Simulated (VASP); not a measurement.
# SnSe (Fm-3m) in VASP: settings compared, part 6 of 8

VASP 6.6.1. The steps go on from the part before.

**82. Equation of state, r2SCAN, 26.45 Å³/atom**

Input file INCAR:

```
SYSTEM = SnSe
PREC = Accurate ; ENCUT = 400
EDIFF = 1E-7 ; ISMEAR = 0
SIGMA = 0.05 ; LREAL = .False.
LASPH = .True. ; NELM = 100
ALGO = Normal ; ISIF = 2
LWAVE = .False. ; LCHARG = .False.
METAGGA = R2SCAN ; LMIXTAU = .True.
ADDGRID = .False.
```

Input file KPOINTS:

```
regular mesh
0
Gamma
  7 7 7
  0 0 0
```

Input file POSCAR:

```
SnSe
1.0
    0.0000000000      2.9795938807      2.9795938807
    2.9795938807      0.0000000000      2.9795938807
    2.9795938807      2.9795938807      0.0000000000
Sn Se
1 1
Direct
    0.0000000000      0.0000000000      0.0000000000
    0.5000000000      0.5000000000      0.5000000000
```

On the command line:

```sh
> cat potpaw_PBE.64/Sn_d/POTCAR potpaw_PBE.64/Se/POTCAR > POTCAR
> mpirun -np 1 vasp_std > vasp.out
```

Run time: 49 s. Hardware: 1 thread of Intel Xeon Platinum 8488C (Sapphire Rapids), shared host; peak memory 0.16 GiB.

These settings aren't checked as converged: the numbers below hold their error.

What came out:

```
Free energy : -39.8688 eV
Pressure    : 1.6 GPa
```

Caveat: this odd mesh misses L, where the gap lies, so gap, dielectric constants and Born charges aren't listed; the PAW data sets were made with another functional, which shifts forces and pressure a little.

**83. Equation of state, r2SCAN, 28.09 Å³/atom**

INCAR is that of step 82.

KPOINTS is that of step 82.

Input file POSCAR:

```
SnSe
1.0
    0.0000000000      3.0398039185      3.0398039185
    3.0398039185      0.0000000000      3.0398039185
    3.0398039185      3.0398039185      0.0000000000
Sn Se
1 1
Direct
    0.0000000000      0.0000000000      0.0000000000
    0.5000000000      0.5000000000      0.5000000000
```

On the command line:

```sh
> cat potpaw_PBE.64/Sn_d/POTCAR potpaw_PBE.64/Se/POTCAR > POTCAR
> mpirun -np 1 vasp_std > vasp.out
```

Wall time 50 s (1 thread of Intel Xeon Platinum 8488C (Sapphire Rapids), shared host); peak memory 0.16 GiB.

These settings aren't checked as converged: the numbers below hold their error.

What came out:

- Free energy: -39.8690 eV
- Pressure: -1.6 GPa

Caveat: this odd mesh misses L, where the gap lies, so gap, dielectric constants and Born charges aren't listed; the PAW data sets were made with another functional, which shifts forces and pressure a little.

**84. Equation of state, r2SCAN, 26.45 Å³/atom**

Edit INCAR of step 83 so:

```diff
@@ -1,3 +1,3 @@
 SYSTEM = SnSe
-PREC = Accurate ; ENCUT = 400
+PREC = Accurate ; ENCUT = 200
 EDIFF = 1E-7 ; ISMEAR = 0
```

Input file KPOINTS:

```
regular mesh
0
Gamma
  10 10 10
  0 0 0
```

Input file POSCAR:

```
SnSe
1.0
    0.0000000000      2.9795938807      2.9795938807
    2.9795938807      0.0000000000      2.9795938807
    2.9795938807      2.9795938807      0.0000000000
Sn Se
1 1
Direct
    0.0000000000      0.0000000000      0.0000000000
    0.5000000000      0.5000000000      0.5000000000
```

Potentials or basis: VASP PAW PBE potentials, release 64 (Sn_d, Se).

On the command line:

```sh
> cat potpaw_PBE.64/Sn_d/POTCAR potpaw_PBE.64/Se/POTCAR > POTCAR
> mpirun -np 1 vasp_std > vasp.out
```

It took 39 s on 1 thread of Intel Xeon Platinum 8488C (Sapphire Rapids), shared host; peak memory 0.12 GiB.

The run converged, but a check on its numbers failed (symmetry, net force, bounds or a known fault of this set-up), so they aren't taken as properties of the crystal.

Caveat: the cutoff lies under the usual one of these potentials, so the numbers hold a large basis-set error; the PAW data sets were made with another functional, which shifts forces and pressure a little; spin-orbit coupling is left out, which moves the levels of the heavy elements.

**85. Equation of state, r2SCAN, 28.09 Å³/atom**

INCAR is that of step 84.

KPOINTS is that of step 84.

Input file POSCAR:

```
SnSe
1.0
    0.0000000000      3.0398039185      3.0398039185
    3.0398039185      0.0000000000      3.0398039185
    3.0398039185      3.0398039185      0.0000000000
Sn Se
1 1
Direct
    0.0000000000      0.0000000000      0.0000000000
    0.5000000000      0.5000000000      0.5000000000
```

On the command line:

```sh
> cat potpaw_PBE.64/Sn_d/POTCAR potpaw_PBE.64/Se/POTCAR > POTCAR
> mpirun -np 1 vasp_std > vasp.out
```

Run time: 42 s. Hardware: 1 thread of Intel Xeon Platinum 8488C (Sapphire Rapids), shared host; peak memory 0.12 GiB.

The run converged, but a check on its numbers failed (symmetry, net force, bounds or a known fault of this set-up), so they aren't taken as properties of the crystal.

Caveat: the cutoff lies under the usual one of these potentials, so the numbers hold a large basis-set error; the PAW data sets were made with another functional, which shifts forces and pressure a little; spin-orbit coupling is left out, which moves the levels of the heavy elements.

**86. Equation of state, r2SCAN, 26.45 Å³/atom**

Edit INCAR of step 85 so:

```diff
@@ -1,3 +1,3 @@
 SYSTEM = SnSe
-PREC = Accurate ; ENCUT = 200
+PREC = Accurate ; ENCUT = 600
 EDIFF = 1E-7 ; ISMEAR = 0
```

Input file KPOINTS:

```
regular mesh
0
Gamma
  6 6 6
  0 0 0
```

Input file POSCAR:

```
SnSe
1.0
    0.0000000000      2.9795938807      2.9795938807
    2.9795938807      0.0000000000      2.9795938807
    2.9795938807      2.9795938807      0.0000000000
Sn Se
1 1
Direct
    0.0000000000      0.0000000000      0.0000000000
    0.5000000000      0.5000000000      0.5000000000
```

On the command line:

```sh
> cat potpaw_PBE.64/Sn_d/POTCAR potpaw_PBE.64/Se/POTCAR > POTCAR
> mpirun -np 1 vasp_std > vasp.out
```

Run time: 60 s. Hardware: 1 thread of Intel Xeon Platinum 8488C (Sapphire Rapids), shared host; peak memory 0.22 GiB.

The run converged, but some of its settings lie outside the range that counts as converged, so its numbers aren't taken as properties of the crystal.

What came out:

| Property | Result |
| --- | --- |
| Free energy | -39.8883 eV |
| Pressure | 1.3 GPa |
| Band gap on the k mesh | 0.60 eV, direct |

Caveat: the PAW data sets were made with another functional, which shifts forces and pressure a little; spin-orbit coupling is left out, which moves the levels of the heavy elements.

**87. Equation of state, r2SCAN, 28.09 Å³/atom**

INCAR is that of step 86.

KPOINTS is that of step 86.

Input file POSCAR:

```
SnSe
1.0
    0.0000000000      3.0398039185      3.0398039185
    3.0398039185      0.0000000000      3.0398039185
    3.0398039185      3.0398039185      0.0000000000
Sn Se
1 1
Direct
    0.0000000000      0.0000000000      0.0000000000
    0.5000000000      0.5000000000      0.5000000000
```

Potentials or basis: VASP PAW PBE potentials, release 64 (Sn_d, Se).

On the command line:

```sh
> cat potpaw_PBE.64/Sn_d/POTCAR potpaw_PBE.64/Se/POTCAR > POTCAR
> mpirun -np 1 vasp_std > vasp.out
```

It took 60 s on 1 thread of Intel Xeon Platinum 8488C (Sapphire Rapids), shared host; peak memory 0.22 GiB.

These settings aren't checked as converged: the numbers below hold their error.

Results:

| Quantity | Value |
| --- | --- |
| Free energy | -39.8812 eV |
| Pressure | -1.9 GPa |
| Band gap on the k mesh | 0.32 eV, direct |

Caveat: the PAW data sets were made with another functional, which shifts forces and pressure a little; spin-orbit coupling is left out, which moves the levels of the heavy elements.

**88. Equation of state, r2SCAN, 26.45 Å³/atom**

Edit INCAR of step 87 so:

```diff
@@ -1,3 +1,3 @@
 SYSTEM = SnSe
-PREC = Accurate ; ENCUT = 600
+PREC = Accurate ; ENCUT = 300
 EDIFF = 1E-7 ; ISMEAR = 0
```

Input file KPOINTS:

```
regular mesh
0
Gamma
  10 10 10
  0 0 0
```

Input file POSCAR:

```
SnSe
1.0
    0.0000000000      2.9795938807      2.9795938807
    2.9795938807      0.0000000000      2.9795938807
    2.9795938807      2.9795938807      0.0000000000
Sn Se
1 1
Direct
    0.0000000000      0.0000000000      0.0000000000
    0.5000000000      0.5000000000      0.5000000000
```

On the command line:

```sh
> cat potpaw_PBE.64/Sn_d/POTCAR potpaw_PBE.64/Se/POTCAR > POTCAR
> mpirun -np 1 vasp_std > vasp.out
```

It took 44 s on 1 thread of Intel Xeon Platinum 8488C (Sapphire Rapids), shared host; peak memory 0.15 GiB.

The run converged, but some of its settings lie outside the range that counts as converged, so its numbers aren't taken as properties of the crystal.

What came out:

| Quantity | Value |
| --- | --- |
| Free energy | -39.8590 eV |
| Pressure | 1.5 GPa |
| Band gap on the k mesh | 0.50 eV, indirect (least direct gap 0.60 eV) |

Caveat: the PAW data sets were made with another functional, which shifts forces and pressure a little; spin-orbit coupling is left out, which moves the levels of the heavy elements.

**89. Equation of state, r2SCAN, 28.09 Å³/atom**

INCAR is that of step 88.

KPOINTS is that of step 88.

Input file POSCAR:

```
SnSe
1.0
    0.0000000000      3.0398039185      3.0398039185
    3.0398039185      0.0000000000      3.0398039185
    3.0398039185      3.0398039185      0.0000000000
Sn Se
1 1
Direct
    0.0000000000      0.0000000000      0.0000000000
    0.5000000000      0.5000000000      0.5000000000
```

On the command line:

```sh
> cat potpaw_PBE.64/Sn_d/POTCAR potpaw_PBE.64/Se/POTCAR > POTCAR
> mpirun -np 1 vasp_std > vasp.out
```

It took 47 s on 1 thread of Intel Xeon Platinum 8488C (Sapphire Rapids), shared host; peak memory 0.15 GiB.

The run converged, but some of its settings lie outside the range that counts as converged, so its numbers aren't taken as properties of the crystal.

What came out:

```yaml
Free_energy: -39.8598 eV
Pressure: -1.7 GPa
Band_gap_on_the_k_mesh: 0.32 eV, direct
```

Caveat: the PAW data sets were made with another functional, which shifts forces and pressure a little; spin-orbit coupling is left out, which moves the levels of the heavy elements.

**90. Equation of state, r2SCAN, 26.45 Å³/atom**

Edit INCAR of step 89 so:

```diff
@@ -1,3 +1,3 @@
 SYSTEM = SnSe
-PREC = Accurate ; ENCUT = 300
+PREC = Accurate ; ENCUT = 900
 EDIFF = 1E-7 ; ISMEAR = 0
```

Input file KPOINTS:

```
regular mesh
0
Gamma
  6 6 6
  0 0 0
```

Input file POSCAR:

```
SnSe
1.0
    0.0000000000      2.9795938807      2.9795938807
    2.9795938807      0.0000000000      2.9795938807
    2.9795938807      2.9795938807      0.0000000000
Sn Se
1 1
Direct
    0.0000000000      0.0000000000      0.0000000000
    0.5000000000      0.5000000000      0.5000000000
```

Potentials or basis: VASP PAW PBE potentials, release 64 (Sn_d, Se).

On the command line:

```sh
> cat potpaw_PBE.64/Sn_d/POTCAR potpaw_PBE.64/Se/POTCAR > POTCAR
> mpirun -np 1 vasp_std > vasp.out
```

Wall time 1.7 min (1 thread of Intel Xeon Platinum 8488C (Sapphire Rapids), shared host); peak memory 0.29 GiB.

These settings aren't checked as converged: the numbers below hold their error.

Results:

```yaml
Free_energy: -39.8906 eV
Pressure: 1.3 GPa
Band_gap_on_the_k_mesh: 0.60 eV, direct
```

Caveat: the PAW data sets were made with another functional, which shifts forces and pressure a little; spin-orbit coupling is left out, which moves the levels of the heavy elements.

**91. Equation of state, r2SCAN, 28.09 Å³/atom**

INCAR is that of step 90.

KPOINTS is that of step 90.

Input file POSCAR:

```
SnSe
1.0
    0.0000000000      3.0398039185      3.0398039185
    3.0398039185      0.0000000000      3.0398039185
    3.0398039185      3.0398039185      0.0000000000
Sn Se
1 1
Direct
    0.0000000000      0.0000000000      0.0000000000
    0.5000000000      0.5000000000      0.5000000000
```

On the command line:

```sh
> cat potpaw_PBE.64/Sn_d/POTCAR potpaw_PBE.64/Se/POTCAR > POTCAR
> mpirun -np 1 vasp_std > vasp.out
```

Wall time 1.9 min (1 thread of Intel Xeon Platinum 8488C (Sapphire Rapids), shared host); peak memory 0.29 GiB.

The run converged, but some of its settings lie outside the range that counts as converged, so its numbers aren't taken as properties of the crystal.

Results:

```
Free energy            : -39.8833 eV
Pressure               : -1.9 GPa
Band gap on the k mesh : 0.32 eV, direct
```

Caveat: the PAW data sets were made with another functional, which shifts forces and pressure a little; spin-orbit coupling is left out, which moves the levels of the heavy elements.

**92. Equation of state, r2SCAN, 26.45 Å³/atom**

Edit INCAR of step 91 so:

```diff
@@ -1,3 +1,3 @@
 SYSTEM = SnSe
-PREC = Accurate ; ENCUT = 900
+PREC = Accurate ; ENCUT = 350
 EDIFF = 1E-7 ; ISMEAR = 0
```

Input file KPOINTS:

```
regular mesh
0
Gamma
  10 10 10
  0 0 0
```

Input file POSCAR:

```
SnSe
1.0
    0.0000000000      2.9795938807      2.9795938807
    2.9795938807      0.0000000000      2.9795938807
    2.9795938807      2.9795938807      0.0000000000
Sn Se
1 1
Direct
    0.0000000000      0.0000000000      0.0000000000
    0.5000000000      0.5000000000      0.5000000000
```

On the command line:

```sh
> cat potpaw_PBE.64/Sn_d/POTCAR potpaw_PBE.64/Se/POTCAR > POTCAR
> mpirun -np 1 vasp_std > vasp.out
```

Run time: 90 s. Hardware: 1 thread of Intel Xeon Platinum 8488C (Sapphire Rapids), shared host; peak memory 0.17 GiB.

The run converged, but some of its settings lie outside the range that counts as converged, so its numbers aren't taken as properties of the crystal.

Results:

- Free energy: -39.8602 eV
- Pressure: 1.5 GPa
- Band gap on the k mesh: 0.50 eV, indirect (least direct gap 0.60 eV)

Caveat: the PAW data sets were made with another functional, which shifts forces and pressure a little; spin-orbit coupling is left out, which moves the levels of the heavy elements.

**93. Equation of state, r2SCAN, 28.09 Å³/atom**

INCAR is that of step 92.

KPOINTS is that of step 92.

Input file POSCAR:

```
SnSe
1.0
    0.0000000000      3.0398039185      3.0398039185
    3.0398039185      0.0000000000      3.0398039185
    3.0398039185      3.0398039185      0.0000000000
Sn Se
1 1
Direct
    0.0000000000      0.0000000000      0.0000000000
    0.5000000000      0.5000000000      0.5000000000
```

Potentials or basis: VASP PAW PBE potentials, release 64 (Sn_d, Se).

On the command line:

```sh
> cat potpaw_PBE.64/Sn_d/POTCAR potpaw_PBE.64/Se/POTCAR > POTCAR
> mpirun -np 1 vasp_std > vasp.out
```

Wall time 95 s (1 thread of Intel Xeon Platinum 8488C (Sapphire Rapids), shared host); peak memory 0.17 GiB.

The run converged, but some of its settings lie outside the range that counts as converged, so its numbers aren't taken as properties of the crystal.

Results:

```yaml
Free_energy: -39.8613 eV
Pressure: -1.7 GPa
Band_gap_on_the_k_mesh: 0.32 eV, direct
```

Caveat: the PAW data sets were made with another functional, which shifts forces and pressure a little; spin-orbit coupling is left out, which moves the levels of the heavy elements.

**94. Equation of state, r2SCAN, 26.45 Å³/atom**

Edit INCAR of step 93 so:

```diff
@@ -1,3 +1,3 @@
 SYSTEM = SnSe
-PREC = Accurate ; ENCUT = 350
+PREC = Accurate ; ENCUT = 400
 EDIFF = 1E-7 ; ISMEAR = 0
```

KPOINTS is that of step 93.

Input file POSCAR:

```
SnSe
1.0
    0.0000000000      2.9795938807      2.9795938807
    2.9795938807      0.0000000000      2.9795938807
    2.9795938807      2.9795938807      0.0000000000
Sn Se
1 1
Direct
    0.0000000000      0.0000000000      0.0000000000
    0.5000000000      0.5000000000      0.5000000000
```

On the command line:

```sh
> cat potpaw_PBE.64/Sn_d/POTCAR potpaw_PBE.64/Se/POTCAR > POTCAR
> mpirun -np 1 vasp_std > vasp.out
```

It took 95 s on 1 thread of Intel Xeon Platinum 8488C (Sapphire Rapids), shared host; peak memory 0.17 GiB.

The run converged, but some of its settings lie outside the range that counts as converged, so its numbers aren't taken as properties of the crystal.

Results:

```
Free energy            : -39.8634 eV
Pressure               : 1.7 GPa
Band gap on the k mesh : 0.50 eV, indirect (least direct gap 0.60 eV)
```

Caveat: the PAW data sets were made with another functional, which shifts forces and pressure a little; spin-orbit coupling is left out, which moves the levels of the heavy elements.

**95. Equation of state, r2SCAN, 28.09 Å³/atom**

INCAR is that of step 94.

KPOINTS is that of step 94.

Input file POSCAR:

```
SnSe
1.0
    0.0000000000      3.0398039185      3.0398039185
    3.0398039185      0.0000000000      3.0398039185
    3.0398039185      3.0398039185      0.0000000000
Sn Se
1 1
Direct
    0.0000000000      0.0000000000      0.0000000000
    0.5000000000      0.5000000000      0.5000000000
```

On the command line:

```sh
> cat potpaw_PBE.64/Sn_d/POTCAR potpaw_PBE.64/Se/POTCAR > POTCAR
> mpirun -np 1 vasp_std > vasp.out
```

It took 1.7 min on 1 thread of Intel Xeon Platinum 8488C (Sapphire Rapids), shared host; peak memory 0.17 GiB.

These settings aren't checked as converged: the numbers below hold their error.

What came out:

- Free energy: -39.8646 eV
- Pressure: -1.5 GPa
- Band gap on the k mesh: 0.32 eV, direct

Caveat: the PAW data sets were made with another functional, which shifts forces and pressure a little; spin-orbit coupling is left out, which moves the levels of the heavy elements.

**96. Equation of state, r2SCAN, 26.45 Å³/atom**

Edit INCAR of step 95 so:

```diff
@@ -2,3 +2,3 @@
 PREC = Accurate ; ENCUT = 400
-EDIFF = 1E-7 ; ISMEAR = 0
+EDIFF = 1E-7 ; ISMEAR = -5
 SIGMA = 0.05 ; LREAL = .False.
```

KPOINTS is that of step 95.

Input file POSCAR:

```
SnSe
1.0
    0.0000000000      2.9795938807      2.9795938807
    2.9795938807      0.0000000000      2.9795938807
    2.9795938807      2.9795938807      0.0000000000
Sn Se
1 1
Direct
    0.0000000000      0.0000000000      0.0000000000
    0.5000000000      0.5000000000      0.5000000000
```

Potentials or basis: VASP PAW PBE potentials, release 64 (Sn_d, Se).

On the command line:

```sh
> cat potpaw_PBE.64/Sn_d/POTCAR potpaw_PBE.64/Se/POTCAR > POTCAR
> mpirun -np 1 vasp_std > vasp.out
```

It took 1.9 min on 1 thread of Intel Xeon Platinum 8488C (Sapphire Rapids), shared host; peak memory 0.17 GiB.

These settings aren't checked as converged: the numbers below hold their error.

What came out:

| Quantity | Value |
| --- | --- |
| Free energy | -39.8634 eV |
| Pressure | 1.7 GPa |
| Band gap on the k mesh | 0.50 eV, indirect (least direct gap 0.60 eV) |

Caveat: the PAW data sets were made with another functional, which shifts forces and pressure a little; spin-orbit coupling is left out, which moves the levels of the heavy elements.

**97. Equation of state, r2SCAN, 28.09 Å³/atom**

INCAR is that of step 96.

KPOINTS is that of step 96.

Input file POSCAR:

```
SnSe
1.0
    0.0000000000      3.0398039185      3.0398039185
    3.0398039185      0.0000000000      3.0398039185
    3.0398039185      3.0398039185      0.0000000000
Sn Se
1 1
Direct
    0.0000000000      0.0000000000      0.0000000000
    0.5000000000      0.5000000000      0.5000000000
```

On the command line:

```sh
> cat potpaw_PBE.64/Sn_d/POTCAR potpaw_PBE.64/Se/POTCAR > POTCAR
> mpirun -np 1 vasp_std > vasp.out
```

Wall time 96 s (1 thread of Intel Xeon Platinum 8488C (Sapphire Rapids), shared host); peak memory 0.17 GiB.

These settings aren't checked as converged: the numbers below hold their error.

Results:

| Item | Value |
| --- | --- |
| Free energy | -39.8646 eV |
| Pressure | -1.5 GPa |
| Band gap on the k mesh | 0.32 eV, direct |

Caveat: the PAW data sets were made with another functional, which shifts forces and pressure a little; spin-orbit coupling is left out, which moves the levels of the heavy elements.

**98. Equation of state, r2SCAN, 26.45 Å³/atom**

Edit INCAR of step 97 so:

```diff
@@ -2,3 +2,3 @@
 PREC = Accurate ; ENCUT = 400
-EDIFF = 1E-7 ; ISMEAR = -5
+EDIFF = 1E-7 ; ISMEAR = 0
 SIGMA = 0.05 ; LREAL = .False.
```

Input file KPOINTS:

```
regular mesh
0
Gamma
  11 11 11
  0 0 0
```

Input file POSCAR:

```
SnSe
1.0
    0.0000000000      2.9795938807      2.9795938807
    2.9795938807      0.0000000000      2.9795938807
    2.9795938807      2.9795938807      0.0000000000
Sn Se
1 1
Direct
    0.0000000000      0.0000000000      0.0000000000
    0.5000000000      0.5000000000      0.5000000000
```

On the command line:

```sh
> cat potpaw_PBE.64/Sn_d/POTCAR potpaw_PBE.64/Se/POTCAR > POTCAR
> mpirun -np 1 vasp_std > vasp.out
```

It took 2.2 min on 1 thread of Intel Xeon Platinum 8488C (Sapphire Rapids), shared host; peak memory 0.18 GiB.

The run converged, but some of its settings lie outside the range that counts as converged, so its numbers aren't taken as properties of the crystal.

What came out:

| Quantity | Value |
| --- | --- |
| Free energy | -39.8623 eV |
| Pressure | 1.7 GPa |

Caveat: this odd mesh misses L, where the gap lies, so gap, dielectric constants and Born charges aren't listed; the PAW data sets were made with another functional, which shifts forces and pressure a little.

**99. Equation of state, r2SCAN, 28.09 Å³/atom**

INCAR is that of step 98.

KPOINTS is that of step 98.

Input file POSCAR:

```
SnSe
1.0
    0.0000000000      3.0398039185      3.0398039185
    3.0398039185      0.0000000000      3.0398039185
    3.0398039185      3.0398039185      0.0000000000
Sn Se
1 1
Direct
    0.0000000000      0.0000000000      0.0000000000
    0.5000000000      0.5000000000      0.5000000000
```

Potentials or basis: VASP PAW PBE potentials, release 64 (Sn_d, Se).

On the command line:

```sh
> cat potpaw_PBE.64/Sn_d/POTCAR potpaw_PBE.64/Se/POTCAR > POTCAR
> mpirun -np 1 vasp_std > vasp.out
```

Wall time 2.1 min (1 thread of Intel Xeon Platinum 8488C (Sapphire Rapids), shared host); peak memory 0.18 GiB.

The run converged, but some of its settings lie outside the range that counts as converged, so its numbers aren't taken as properties of the crystal.

Results:

* Free energy: -39.8642 eV
* Pressure: -1.5 GPa

Caveat: this odd mesh misses L, where the gap lies, so gap, dielectric constants and Born charges aren't listed; the PAW data sets were made with another functional, which shifts forces and pressure a little.

[end of part 6 of 8]
